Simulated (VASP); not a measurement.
# Ga (Cmcm) in VASP: single point with r2SCAN

Aim: the single point of Ga with r2SCAN.

All numbers are computed with VASP 6.6.1; they aren't measurements. Logs are shortened: lines on timing, memory, paths and dates and some standing lists are left out, and cuts for length are marked.

### Step 1. Starting point

It takes space group Cmcm (No. 63, orthorhombic). Conventional cell: a = 7.634 Å, b = 4.653 Å, c = 4.488 Å, α = 90.00°, β = 90.00°, γ = 90.00°. Ga (site symmetry m) has 7 Ga at 2.48 to 2.76 Å as nearest neighbours.

This isn't the form of Ga at room conditions, which is orthorhombic.

### Step 2. Single point, r2SCAN

POSCAR reads:

```
Ga
1.0
    3.8169566100     -2.3266295500      0.0000000000
    3.8169566100      2.3266295500      0.0000000000
    0.0000000000      0.0000000000      4.4882540000
Ga
4
Direct
    0.9903146100      0.3344495100      0.2500000000
    0.3344495100      0.9903146100      0.7500000000
    0.0096853900      0.6655504900      0.7500000000
    0.6655504900      0.0096853900      0.2500000000
```

INCAR.step1 reads:

```
SYSTEM = Ga
PREC = Accurate
ENCUT = 520
ISMEAR = 0
SIGMA = 0.1
LREAL = .False.
LASPH = .True.
NELM = 100
NBANDS = 34
GGA = PE
ALGO = Normal
EDIFF = 1E-4
LWAVE = .True.
LCHARG = .False.
```

INCAR.step2 reads:

```
SYSTEM = Ga
PREC = Accurate
ENCUT = 520
EDIFF = 1E-6
ISMEAR = 0
SIGMA = 0.1
LREAL = .False.
LASPH = .True.
NELM = 100
ALGO = Normal
ISIF = 2
LWAVE = .False.
LCHARG = .False.
METAGGA = R2SCAN
LMIXTAU = .True.
NBANDS = 34
ISTART = 1
```

KPOINTS reads:

```
Automatic mesh
0
Gamma
  4 4 4
  0 0 0
```

Potentials or basis: VASP PAW PBE potentials, release 64 (Ga_d).

On the command line:

```console
$ cat potpaw_PBE.64/Ga_d/POTCAR > POTCAR
$ cp INCAR.step1 INCAR
$ mpirun -np 1 vasp_std > vasp.out
$ cp INCAR.step2 INCAR
$ mpirun -np 1 vasp_std > vasp.out
```

OUTCAR:

```text
SYSTEM = Ga
   PREC = Accurate
   ENCUT = 520
   EDIFF = 1E-6
   ISMEAR = 0
   LREAL = .False.
   LASPH = .True.
   NELM = 100
   ISIF = 2
   METAGGA = R2SCAN
   ISTART = 1

 ion  position               nearest neighbor table
   1  0.990  0.334  0.250-   4 2.48   4 2.68   4 2.68   3 2.71   3 2.71   2 2.76   2 2.76
   2  0.334  0.990  0.750-   3 2.48   3 2.68   3 2.68   4 2.71   4 2.71   1 2.76   1 2.76
   3  0.010  0.666  0.750-   2 2.48   2 2.68   2 2.68   1 2.71   1 2.71   4 2.76   4 2.76
   4  0.666  0.010  0.250-   1 2.48   1 2.68   1 2.68   2 2.71   2 2.71   3 2.76   3 2.76

  LATTYP: Found a base centered orthorhombic cell.
 ALAT       =     4.6532591000
 B/A-ratio  =     1.6405519349
 C/A-ratio  =     0.9645398856

  Lattice vectors:

 A1 = (  -3.8169566100,  -2.3266295500,   0.0000000000)
 A2 = (   3.8169566100,  -2.3266295500,   0.0000000000)
 A3 = (   0.0000000000,   0.0000000000,   4.4882540000)

Analysis of symmetry for initial positions (statically):
=====================================================================
 Subroutine PRICEL returns:
 Original cell was already a primitive cell.

 Routine SETGRP: Setting up the symmetry group for a
 base centered orthorhombic supercell.

 Subroutine GETGRP returns: Found  8 space group operations
 (whereof  4 operations were pure point group operations)
 out of a pool of  8 trial point group operations.

The static configuration has the point symmetry C_2h.
 The point group associated with its full space group is D_2h.

Analysis of symmetry for dynamics (positions and initial velocities):
=====================================================================
 Subroutine PRICEL returns:
 Original cell was already a primitive cell.

 Routine SETGRP: Setting up the symmetry group for a
 base centered orthorhombic supercell.

 Subroutine GETGRP returns: Found  8 space group operations
 (whereof  4 operations were pure point group operations)
 out of a pool of  8 trial point group operations.

The dynamic configuration has the point symmetry C_2h.
 The point group associated with its full space group is D_2h.

 Subroutine INISYM returns: Found  8 space group operations
 (whereof  4 operations are pure point group operations),
 and found     1 'primitive' translations

----------------------------------------------------------------------------------------

                                     Primitive cell

  volume of cell :      79.7172

  direct lattice vectors                    reciprocal lattice vectors
     3.816956610 -2.326629550  0.000000000     0.130994415 -0.214903142  0.000000000
     3.816956610  2.326629550  0.000000000     0.130994415  0.214903142  0.000000000
     0.000000000  0.000000000  4.488254000     0.000000000  0.000000000  0.222803790

  length of vectors
     4.470163624  4.470163624  4.488254000     0.251680149  0.251680149  0.222803790

  position of ions in fractional coordinates (direct lattice)
     0.990314610  0.334449510  0.250000000
     0.334449510  0.990314610  0.750000000
     0.009685390  0.665550490  0.750000000
     0.665550490  0.009685390  0.250000000

  ion indices of the primitive-cell ions
   primitive index   ion index
                 1           1
                 2           2
                 3           3
                 4           4

----------------------------------------------------------------------------------------

 KPOINTS: Automatic mesh

Automatic generation of k-mesh.
 Grid dimensions read from file:
 generate k-points for:    4    4    4

 Generating k-lattice:

  Cartesian coordinates                     Fractional coordinates (reciprocal lattice)
     0.032748604 -0.053725785  0.000000000     0.250000000 -0.000000000  0.000000000
     0.032748604  0.053725785  0.000000000    -0.000000000  0.250000000  0.000000000
     0.000000000  0.000000000  0.055700947     0.000000000  0.000000000  0.250000000

  Length of vectors
     0.062920037  0.062920037  0.055700947

  Shift w.r.t. Gamma in fractional coordinates (k-lattice)
     0.000000000  0.000000000  0.000000000

 Subroutine IBZKPT returns following result:
 ===========================================

 Found     21 irreducible k-points:

 Following reciprocal coordinates:
            Coordinates               Weight
  0.000000  0.000000  0.000000      1.000000
  0.250000 -0.000000  0.000000      4.000000
  0.500000 -0.000000  0.000000      2.000000
  0.250000  0.250000  0.000000      2.000000
  0.500000  0.250000  0.000000      4.000000
 -0.250000  0.250000  0.000000      2.000000
[... 13 lines left out ...]
 -0.250000  0.250000  0.500000      2.000000
  0.500000  0.500000  0.500000      1.000000
   k-points           NKPTS =     21   k-points in BZ     NKDIM =     21   number of bands    NBANDS=     34
   number of dos      NEDOS =    301   number of ions     NIONS =      4
   total plane-waves  NPLWV =  46656
   dimension x,y,z NGX =    36 NGY =   36 NGZ =   36
   dimension x,y,z NGXF=    72 NGYF=   72 NGZF=   72
   ions per type =               4
   NGX,Y,Z   is equivalent  to a cutoff of  13.39, 13.39, 13.33 a.u.
   NGXF,Y,Z  is equivalent  to a cutoff of  26.78, 26.78, 26.67 a.u.
 SYSTEM =  Ga
   PREC   = accura    normal or accurate (medium, high low for compatibility)
   ISTART =      1    job   : 0-new  1-cont  2-samecut
   ICHARG =      0    charge: 1-file 2-atom 10-const
   ISPIN  =      1    spin polarized calculation?
   LNONCOLLINEAR =      F non collinear calculations
   LSORBIT =      F    spin-orbit coupling
   LASPH  =      T    aspherical Exc in radial PAW
   ENCUT  =  520.0 eV  38.22 Ry    6.18 a.u.   8.31  8.31  8.35*2*pi/ulx,y,z
   NELM   =    100;   NELMIN=  2; NELMDL=  0     # of ELM steps
   EDIFF  = 0.1E-05   stopping-criterion for ELM
   LREAL  =      F    real-space projection
   EDIFFG = 0.1E-04   stopping-criterion for IOM
   NSW    =      0    number of steps for IOM
   IBRION =     -1    ionic relax: 0-MD 1-quasi-New 2-CG
   NFREE  =      0    steps in history (QN), initial steepest desc. (CG)
   ISIF   =      2    stress and relaxation
   ISYM   =      2    0-nonsym 1-usesym 2-fastsym
   POTIM  = 0.5000    time-step for ionic-motion
   TEBEG  =    0.0;   TEEND  =   0.0 temperature during run
   PSTRESS=    0.0 pullay stress
   NELECT =      52.0000    total number of electrons
   NUPDOWN=      -1.0000    fix difference up-down
   EMIN   =  10.00;   EMAX   =-10.00  energy-range for DOS
   EFERMI =   0.00;   METHOD = LEGACY
   ISMEAR =     0;   SIGMA  =   0.10  broadening in eV -4-tet -1-fermi 0-gaus
   EFERMI_NEDOS =   21; number of points for ismear=-14 and -15
   IALGO  =     38    algorithm
   IMIX   =      4    mixing-type and parameters
     AMIX     =   0.40;   BMIX     =  1.00
     AMIX_MAG =   1.60;   BMIX_MAG =  1.00
  volume/ion in A,a.u.               =      19.93       134.49
  Fermi-wavevector in a.u.,A,eV,Ry     =   1.419794  2.683022 27.426826  2.015815
  Thomas-Fermi vector in A             =   2.540777
   LORBIT       =      0    0 simple, 1 ext, 2 COOP (PROOUT), +10 PAW based schemes
   METAGGA = R2SCAN    functional components
   LHFCALC =     F    Hartree Fock is set to
   AEXX    =    0.0000 exact exchange contribution
   IVDW    =     0    specifies the selected vdW correction
   LEPSILON=     F    determine dielectric tensor
   LRPA    =     F    only Hartree local field effects (RPA)
 non-spin polarized calculation
 Gauss-broadening in eV      SIGMA  =   0.10
  energy-cutoff  :      520.00
  volume of cell :       79.72
 maximum number of plane-waves:      2167
 NGX is ok and might be reduce to    36
   NGX = 17   NGY = 17   NGZ = 17

 number of electron      51.9999986 magnetization

 Free energy of the ion-electron system (eV)
  ---------------------------------------------------
  ext. energy  EPLUGINS =         0.00000000
  ---------------------------------------------------
  free energy    TOTEN  =       -45.77520126 eV

  energy without entropy =      -45.76843547  energy(sigma->0) =      -45.77181836

 E-fermi :   4.7054     XC(G=0): -11.5042

 val. band max:        4.6915590287   @ k =   0.5000   0.2500   0.0000
 cond. band min:       4.8113521473   @ k =  -0.2500   0.2500   0.0000
 fundamental gap:      0.1197931185
 Fermi energy:         4.7053643652

 k-point     1 :       0.0000    0.0000    0.0000
  band No.  band energies     occupation
      1     -10.9450      2.00000
      2     -10.9193      2.00000
      3     -10.8957      2.00000
      4     -10.8515      2.00000
      5     -10.7851      2.00000
      6     -10.7698      2.00000
[... 26 lines left out ...]
     33      11.4851      0.00000
     34      11.5366      0.00000

 k-point     2 :       0.2500   -0.0000    0.0000
  band No.  band energies     occupation
      1     -10.9239      2.00000
      2     -10.9215      2.00000
      3     -10.8913      2.00000
      4     -10.8887      2.00000
      5     -10.8593      2.00000
      6     -10.8166      2.00000
[... 26 lines left out ...]
     33      11.3632      0.00000
     34      11.8097      0.00000

 k-point     3 :       0.5000   -0.0000    0.0000
  band No.  band energies     occupation
      1     -10.9508      2.00000
      2     -10.9199      2.00000
      3     -10.9049      2.00000
      4     -10.8878      2.00000
      5     -10.8178      2.00000
      6     -10.8143      2.00000
[... 26 lines left out ...]
     33      11.4514      0.00000
     34      12.2996      0.00000
[... 593 lines left out ...]
 k-point    20 :      -0.2500    0.2500    0.5000
  band No.  band energies     occupation
      1     -10.9587      2.00000
      2     -10.9587      2.00000
      3     -10.8799      2.00000
      4     -10.8799      2.00000
      5     -10.8396      2.00000
      6     -10.8396      2.00000
[... 26 lines left out ...]
     33      13.5412      0.00000
     34      13.5413      0.00000

 k-point    21 :       0.5000    0.5000    0.5000
  band No.  band energies     occupation
      1     -10.9538      2.00000
      2     -10.9538      2.00000
      3     -10.8866      2.00000
      4     -10.8866      2.00000
      5     -10.8761      2.00000
      6     -10.8761      2.00000
[... 26 lines left out ...]
     33      14.4070      0.00000
     34      14.4098      0.00000

------------------------ aborting loop because EDIFF is reached ----------------------------------------

  FORCE on cell =-STRESS in cart. coord.  units (eV):
  Direction    XX          YY          ZZ          XY          YZ          ZX
  --------------------------------------------------------------------------------------
  -------------------------------------------------------------------------------------
  Total        0.6653996     -0.4153665     -0.0864330      0.0000000      0.0000000      0.0000000
  in kB       13.3733818     -8.3481494     -1.7371542      0.0000000      0.0000000      0.0000000
  external PRESSURE =       1.0960261 kB  Pullay stress =       0.0000000 kB

 VOLUME and BASIS-vectors are now :
 -----------------------------------------------------------------------------
  energy-cutoff  :      520.00
  volume of cell :       79.72
      direct lattice vectors                 reciprocal lattice vectors
     3.816956610 -2.326629550  0.000000000     0.130994415 -0.214903142  0.000000000
     3.816956610  2.326629550  0.000000000     0.130994415  0.214903142  0.000000000
     0.000000000  0.000000000  4.488254000     0.000000000  0.000000000  0.222803790

 POSITION                                       TOTAL-FORCE (eV/Angst)
 -----------------------------------------------------------------------------------
      5.05657     -1.52596      1.12206         0.019104     -0.045581     -0.000000
      5.05657      1.52596      3.36619         0.019104      0.045581     -0.000000
      2.57735      1.52596      3.36619        -0.019104      0.045581      0.000000
      2.57735     -1.52596      1.12206        -0.019104     -0.045581      0.000000
 -----------------------------------------------------------------------------------
    total drift:                                0.000000      0.000000     -0.000000

  FREE ENERGIE OF THE ION-ELECTRON SYSTEM (eV)
  ---------------------------------------------------
  free  energy   TOTEN  =       -45.7752012561 eV

  energy  without entropy=      -45.7684354674  energy(sigma->0) =      -45.77181836
```

Run time: 1.9 min. Hardware: 1 thread of Intel Xeon Platinum 8488C (Sapphire Rapids), shared host; peak memory 0.22 GiB.

Results:

* Free energy: -45.7752 eV
* Pressure: 0.1 GPa
* Largest force: 0.049 eV/Å
* Band gap on the k mesh: none (metal or under the smearing width)

Forces in eV/Å, atoms in the order of the input:
```
Ga   0.019 -0.046  0.000
Ga   0.019  0.046  0.000
Ga  -0.019  0.046  0.000
Ga  -0.019 -0.046  0.000
```

Caveat: the k mesh is coarse (spacing up to 0.40 Å⁻¹), so the values aren't converged; the PAW data sets were made with another functional, which shifts forces and pressure a little.
